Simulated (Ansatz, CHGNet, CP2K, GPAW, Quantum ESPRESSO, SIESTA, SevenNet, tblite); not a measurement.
# Quantum ESPRESSO on Priceite (P2_1/c), Ca2B5H7O13 (108 atoms): settings against a plane-wave reference

Aim: run Priceite (P2_1/c), Ca2B5H7O13 (108 atoms) in Quantum ESPRESSO and see how near its forces come to a plane-wave reference, and at what cost.

Main program and level: Quantum ESPRESSO 7.5; the method is named at each step.

### Step 1. The starting structure

The cell holds 108 atoms: 8 Ca, 20 B, 28 H and 52 O. Cell: a = 11.580 Å, b = 6.984 Å, c = 12.352 Å, α = 90.0°, β = 110.6°, γ = 90.0°. It derives from Ca2B5H7O13 (P2_1/c), repeated 1×1×1. Ca2B5H7O13, space group P2_1/c, structure from the Crystallography Open Database, 1 x 1 x 1 conventional cells; every coordinate displaced by a Gaussian of 0.02 Å; bonds to H set to neutron lengths (C-H 1.089, N-H 1.015, O-H 0.983, B-H 1.19 Å) where the listed ones are shorter. Then every atom was moved at random, 0.05 Å r.m.s. a Cartesian component (hydrogen 0.6 of that).

The yardstick, on the same geometry:

- method: Kohn-Sham DFT, PBE, PAW, plane waves (Ansatz 0.2.0); cutoff 420 eV, Γ point, fermi-dirac smearing of 0.05 eV; PAW set soft_2
- r.m.s. force component: 2.037 eV/Å
- longest force: 12.11 eV/Å
- pressure: 3.985 GPa
- gap (highest filled to lowest empty level): 4.708 eV
- SCF cycles: 9
- time: 15 s on 4 threads of Arm Neoverse V1, shared host
- CPU time: 54 s

### Step 2. PBE, sssp-1.3.0-efficiency, 60/480 Ry

Method: Kohn-Sham DFT, PBE, SSSP efficiency 1.3.0 pseudopotentials, plane waves.

Input file pw.in:

```
&control
  calculation = 'scf'
  pseudo_dir = './pseudo'
  outdir = './tmp'
  disk_io = 'none'
  tprnfor = .true.
  tstress = .true.
/
&system
  ibrav = 0
  nat = 108
  ntyp = 4
  ecutwfc = 60
  ecutrho = 480
  nosym = .true.
  occupations = 'smearing'
  smearing = 'fd'
  degauss = 0.003675
/
&electrons
  conv_thr = 5.4e-07
  electron_maxstep = 100
  mixing_beta = 0.4
  mixing_mode = 'plain'
  diagonalization = 'david'
/
ATOMIC_SPECIES
Ca 40.078 Ca.upf
B 10.810 B.upf
H 1.008 H.upf
O 15.999 O.upf
CELL_PARAMETERS angstrom
11.58000 0.00000 0.00000
0.00000 6.98440 0.00000
-4.34050 0.00000 11.56425
ATOMIC_POSITIONS crystal
Ca 0.01303 0.75986 0.57949
Ca 0.98497 0.26496 0.92217
Ca 0.99966 0.24735 0.42570
Ca 0.01181 0.73282 0.08464
Ca 0.31514 0.24775 0.38304
Ca 0.69029 0.72827 0.12180
Ca 0.69384 0.75324 0.63076
Ca 0.31256 0.26099 0.87963
B 0.24748 0.75823 0.35303
B 0.75618 0.24757 0.14816
B 0.74710 0.25220 0.64932
B 0.24430 0.75416 0.85827
B 0.00758 0.72980 0.32130
B 0.97898 0.23897 0.17999
B 0.98568 0.26662 0.67058
B 0.00777 0.77616 0.82108
B 0.17096 0.54086 0.48160
B 0.81328 0.03175 0.02192
B 0.82405 0.46529 0.51736
B 0.18771 0.96872 0.98163
B 0.29954 0.27833 0.61699
B 0.69870 0.78662 0.87746
B 0.68939 0.71579 0.37158
B 0.30687 0.22049 0.12683
B 0.28779 0.62275 0.69382
B 0.71481 0.13343 0.80755
B 0.71769 0.37730 0.31073
B 0.28094 0.87538 0.18790
H 0.49072 0.22173 0.64739
H 0.50942 0.72021 0.85620
H 0.50845 0.78183 0.35554
H 0.49380 0.27061 0.14530
H 0.30734 0.00519 0.70696
H 0.68171 0.50040 0.78942
H 0.68163 0.99793 0.29249
H 0.31690 0.49640 0.20514
H 0.25706 0.92058 0.49376
H 0.74538 0.42906 0.01062
H 0.75066 0.06860 0.51412
H 0.25286 0.56516 0.98439
H 0.89794 0.85771 0.37696
H 0.10523 0.36494 0.11648
H 0.10251 0.13546 0.61843
H 0.89423 0.63333 0.87479
H 0.89521 0.53236 0.23455
H 0.10507 0.03981 0.26365
H 0.10835 0.46451 0.76674
H 0.89854 0.96835 0.73942
H 0.55850 0.25267 0.44563
H 0.43871 0.75464 0.05499
H 0.43639 0.75052 0.55606
H 0.55958 0.25243 0.93973
H 0.53738 0.49024 0.40228
H 0.46367 0.97264 0.10093
H 0.45929 0.51848 0.59744
H 0.54011 0.02888 0.90130
[... 48 atom lines left out ...]
O 0.32508 0.45141 0.71747
O 0.67416 0.93907 0.78490
O 0.67050 0.56352 0.28259
O 0.33149 0.06872 0.21557
K_POINTS gamma
```

The run is started by

```
> OMP_NUM_THREADS=1 mpirun -np 2 pw.x -in pw.in > output.txt
```

What it wrote:

```text
Program PWSCF
     gamma-point specific algorithms are used
     Parallelization info
     sticks:   dense  smooth     PW     G-vecs:    dense   smooth      PW
     Min        5518    2755    689               560416   198181   24791
     Max        5519    2756    692               560417   198186   24798
     Sum       11037    5511   1381              1120833   396367   49589
     bravais-lattice index     =            0
     lattice parameter (alat)  =      21.8830  a.u.
     unit-cell volume          =    6311.7783 (a.u.)^3
     number of atoms/cell      =          108
     number of atomic types    =            4
     number of electrons       =       480.00
     number of Kohn-Sham states=          288
     kinetic-energy cutoff     =      60.0000  Ry
     charge density cutoff     =     480.0000  Ry
     scf convergence threshold =      5.4E-07
     mixing beta               =       0.4000
     number of iterations used =            8  plain     mixing
     Exchange-correlation= SLA  PW   PBX  PBC
                           (   1   4   3   4   0   0   0)
     crystal axes: (cart. coord. in units of alat)
               a(1) = (   1.000000   0.000000   0.000000 )
               a(2) = (   0.000000   0.603143   0.000000 )
               a(3) = (  -0.374827   0.000000   0.998640 )
     reciprocal axes: (cart. coord. in units 2 pi/alat)
               b(1) = (  1.000000 -0.000000  0.375338 )
               b(2) = (  0.000000  1.657981 -0.000000 )
               b(3) = (  0.000000  0.000000  1.001362 )
     PseudoPot. # 1 for Ca:
     Pseudo is Ultrasoft + core correction, Zval = 10.0
     PseudoPot. # 2 for B :
     Pseudo is Ultrasoft + core correction, Zval =  3.0
     PseudoPot. # 3 for H :
     Pseudo is Ultrasoft, Zval =  1.0
     PseudoPot. # 4 for O :
     Pseudo is Projector augmented-wave + core cor, Zval =  6.0
     atomic species   valence    mass     pseudopotential
     Ca               10.00    40.07800     Ca( 1.00)
     B                 3.00    10.81000     B ( 1.00)
     H                 1.00     1.00800     H ( 1.00)
     O                 6.00    15.99900     O ( 1.00)
     No symmetry found
   Cartesian axes
     number of k points=     1  Fermi-Dirac smearing, width (Ry)=  0.0037
                       cart. coord. in units 2pi/alat
        k(    1) = (   0.0000000   0.0000000   0.0000000), wk =   2.0000000
     Dense  grid:   560417 G-vectors     FFT dimensions: ( 160,  96, 180)
     Smooth grid:   198184 G-vectors     FFT dimensions: ( 108,  72, 120)
     Check: negative core charge=   -0.000001
     Initial potential from superposition of free atoms
     starting charge     479.9504, renormalised to     480.0000
     Starting wfcs are  396 randomized atomic wfcs
     Self-consistent Calculation
     iteration #  1     ecut=    60.00 Ry     beta= 0.40
     total energy              =   -2931.15215320 Ry
     estimated scf accuracy    <      15.45343185 Ry
     iteration #  2     ecut=    60.00 Ry     beta= 0.40
     total energy              =   -2934.44521564 Ry
     estimated scf accuracy    <       0.72990548 Ry
     iteration #  3     ecut=    60.00 Ry     beta= 0.40
     total energy              =   -2934.45597658 Ry
     estimated scf accuracy    <       0.31732341 Ry
     iteration #  4     ecut=    60.00 Ry     beta= 0.40
     total energy              =   -2934.48902760 Ry
     estimated scf accuracy    <       0.05519348 Ry
     iteration #  5     ecut=    60.00 Ry     beta= 0.40
     total energy              =   -2934.49090549 Ry
     estimated scf accuracy    <       0.00550724 Ry
     iteration #  6     ecut=    60.00 Ry     beta= 0.40
     total energy              =   -2934.49295319 Ry
     estimated scf accuracy    <       0.00091808 Ry
     iteration #  7     ecut=    60.00 Ry     beta= 0.40
     total energy              =   -2934.49298265 Ry
     estimated scf accuracy    <       0.00012171 Ry
     iteration #  8     ecut=    60.00 Ry     beta= 0.40
     total energy              =   -2934.49303123 Ry
     estimated scf accuracy    <       0.00003046 Ry
     iteration #  9     ecut=    60.00 Ry     beta= 0.40
     total energy              =   -2934.49303640 Ry
     estimated scf accuracy    <       0.00000109 Ry
     iteration # 10     ecut=    60.00 Ry     beta= 0.40
     End of self-consistent calculation
          k = 0.0000 0.0000 0.0000 ( 24795 PWs)   bands (ev):
   -34.5303 -34.4821 -34.2650 -33.9801 -33.7701 -33.7028 -33.5424 -33.1992
   -16.8221 -16.7702 -16.6990 -16.5639 -16.4974 -16.4025 -16.3247 -16.2215
   -16.0772 -16.0296 -15.9697 -15.9024 -15.8271 -15.8031 -15.7657 -15.7177
   -15.6591 -15.6289 -15.5465 -15.4908 -15.4760 -15.4713 -15.4046 -15.3811
   -15.2831 -15.2640 -15.2409 -15.2100 -15.1726 -15.1196 -15.0933 -15.0309
   -15.0026 -14.9419 -14.9314 -14.8758 -14.7995 -14.7902 -14.7725 -14.6922
   -14.6863 -14.6211 -14.5993 -14.5019 -14.4756 -14.4265 -14.4133 -14.3851
   -14.3312 -14.3089 -14.2756 -14.1989 -14.1747 -14.0953 -14.0655 -14.0219
   -13.9648 -13.9255 -13.9124 -13.8881 -13.8494 -13.8129 -13.7308 -13.6633
   -13.6208 -13.5428 -13.5107 -13.3934 -13.3575 -13.2134 -13.1658 -13.1147
   -13.0728 -12.5135 -12.3655 -12.0505  -4.9972  -4.6529  -4.6229  -4.5378
    -4.4630  -4.4355  -4.3632  -4.2996  -4.1308  -4.1013  -4.0226  -3.9941
[...]
10.6042  10.7754  10.8030  10.8510  10.9151  10.9584  11.0328  11.0781
    11.1023  11.2162  11.2363  11.2908  11.3592  11.3776  11.4234  11.4525
    11.4878  11.5587  11.6158  11.6496  11.6683  11.7101  11.7498  11.7846
    11.8583  11.8681  11.8958  11.9439  11.9645  12.0406  12.0778  12.1321
    12.1596  12.2254  12.2384  12.2709  12.3782  12.4109  12.4887  12.5170
     the Fermi energy is     7.0111 ev
!    total energy              =   -2934.49303693 Ry
     estimated scf accuracy    <       0.00000028 Ry
     smearing contrib. (-TS)   =       0.00000000 Ry
     internal energy E=F+TS    =   -2934.49303693 Ry
     The total energy is F=E-TS. E is the sum of the following terms:
     one-electron contribution =   -1179.83274738 Ry
     hartree contribution      =     834.84786093 Ry
     xc contribution           =    -567.55913791 Ry
     ewald contribution        =   -1527.88587913 Ry
     one-center paw contrib.   =    -494.06313344 Ry
     convergence has been achieved in  10 iterations
     Forces acting on atoms (cartesian axes, Ry/au):
     atom    1 type  1   force =    -0.01317490    0.00812670    0.00286389
     atom    2 type  1   force =     0.00356635   -0.02248326   -0.00414532
     atom    3 type  1   force =    -0.02251722   -0.02764288   -0.03578417
     atom    4 type  1   force =    -0.00205820    0.02542083   -0.02316065
     atom    5 type  1   force =     0.00597125    0.01440974   -0.03353652
     atom    6 type  1   force =    -0.01497070    0.05676053    0.01072373
     atom    7 type  1   force =    -0.00518439   -0.00280238   -0.02854047
     atom    8 type  1   force =     0.00880739   -0.01612555   -0.01411012
     atom    9 type  2   force =     0.05973370   -0.11583411    0.00396688
     atom   10 type  2   force =    -0.05122765   -0.03453465   -0.04856255
     atom   11 type  2   force =     0.08320668    0.05028834   -0.07897773
     atom   12 type  2   force =     0.08843481   -0.02341313   -0.04503072
[...]
atom  104 type  4   force =    -0.05962445   -0.00834526   -0.06381417
     atom  105 type  4   force =     0.06379715   -0.23555983   -0.01157931
     atom  106 type  4   force =    -0.01341868    0.04490259    0.01654262
     atom  107 type  4   force =    -0.00325422   -0.02795920   -0.01298275
     atom  108 type  4   force =    -0.01977078   -0.09369373    0.00464985
     Total force =     1.437482     Total SCF correction =     0.001100
     Computing stress (Cartesian axis) and pressure
          total   stress  (Ry/bohr**3)                   (kbar)     P=       35.35
   0.00025787  -0.00018617   0.00015458           37.93      -27.39       22.74
  -0.00018617   0.00010361  -0.00003177          -27.39       15.24       -4.67
   0.00015458  -0.00003177   0.00035947           22.74       -4.67       52.88
     Message from routine punch:
     Nothing written, as per user request (disk_io='none')
```

Wall time 3.9 min (2 MPI ranks of Arm Neoverse V1, shared host); peak memory 2.5 GiB.

Banners, paths, timers and routine set-up lines are dropped from the logs unmarked, and long logs keep their key lines alone; longer cuts are marked.

Numbers from this run, and their distance from the reference:

| Item | Value |
| --- | --- |
| r.m.s. force component | 2.053 eV/Å |
| r.m.s. difference of force components | 38.89 meV/Å |
| longest difference of force vectors | 314.5 meV/Å |
| force difference over r.m.s. force | 1.909 % |
| slope of forces against the reference's | 1.008 |
| correlation of force components | 0.9999 |
| gap (highest filled to lowest empty level) | 4.711 eV |
| gap difference | 0.0028 eV |
| pressure | 3.535 GPa |
| pressure difference | -0.4499 GPa |

Length of the force difference by element (eV/Å):

```tsv
element	atoms	mean	most
B	20	0.027	0.048
Ca	8	0.0043	0.0066
H	28	0.057	0.31
O	52	0.046	0.30
```

Levels nearest the highest filled one (eV from it): -1.01, -0.96, -0.95, -0.92, -0.86, -0.81, -0.80, -0.73, -0.52, -0.30, -0.24, 0.00, 4.71, 5.50, 5.61, 5.68, 5.85, 5.93, 6.10, 6.12, 6.22, 6.39, 6.42, 6.47.

A closer look about B27, picked at random: 9 atoms, nearest first, numbered in the order of the input, with positions taken from that point.

```tsv
atom	x	y	z	distance (Å)	bonds	Fx	Fy	Fz (eV/Å)
B27	0.00	0.00	0.00	0.00	3	-2.26	0.95	-3.68
O91	0.34	-0.26	1.22	1.29	3	1.87	-2.34	2.25
O107	-0.42	1.30	-0.33	1.41	3	-0.08	-0.72	-0.33
O63	-0.03	-0.99	-1.07	1.46	2	0.08	1.93	2.20
B10	1.15	-0.91	-1.88	2.38	4	-1.32	-0.89	-1.25
B19	0.33	0.61	2.39	2.49	4	-3.61	1.69	0.20
B23	-0.59	2.36	0.70	2.54	4	3.09	0.39	-0.05
H35	-0.34	-2.65	-0.21	2.68	1	0.59	0.05	0.02
O74	2.38	-0.66	-1.12	2.71	3	-3.65	1.78	1.88
```

Forces lie 1.9 % from the reference's, at 8.7 times its CPU time (on 2 against 4 cores).

### Step 3. Summary of results

```json
{
  "force difference from the reference": "QE PBE, sssp-1.3.0-efficiency, 60/480 Ry, 1.9 %",
  "its CPU time": "7.8 min"
}
```

PBE on plane waves or a grid with other potentials, cutoffs or grids differs from the reference by 1.9 % (QE PBE, sssp-1.3.0-efficiency, 60/480 Ry) of the r.m.s. force; this holds the reference's own error, so differences of a few per cent don't tell which side is nearer the exact PBE result (QE's 60 Ry are 816 eV, against the reference's 420 eV). PBE gaps agree with the reference's 4.71 eV within 0.003 eV. These are spacings on the run's k-points, which needn't hold the band edges. With short bonds to hydrogen, sets of potentials differ among themselves by several per cent in forces even at converged cutoffs, so the reference isn't exact here either. The reference's stress is far from hydrostatic: its diagonal is 4.2, 1.9, 5.8 GPa, compression counted positive. The published positions, changed by the recipe (random displacements or longer bonds to H), lie far from the minimum at this level of theory. The reference's pressure of 4.0 GPa belongs to a cell and atoms that aren't relaxed at this level. The electronic-structure runs sample only Γ, in a cell whose shortest periodic width is 7 Å.

[Also dropped from logs without a mark: logging warnings of Python, and SIESTA's first energy breakdown and zero terms.]

[Logs are printed without paths, hosts, clocks, repeated set-up lines and the standing remarks that a program may print on its own settings, such as how far it seeks lower states.]

[Hosts, paths, dates, database ids (printed as entryN), source tags and the programs' standing remarks are cut or masked in the printed files.]
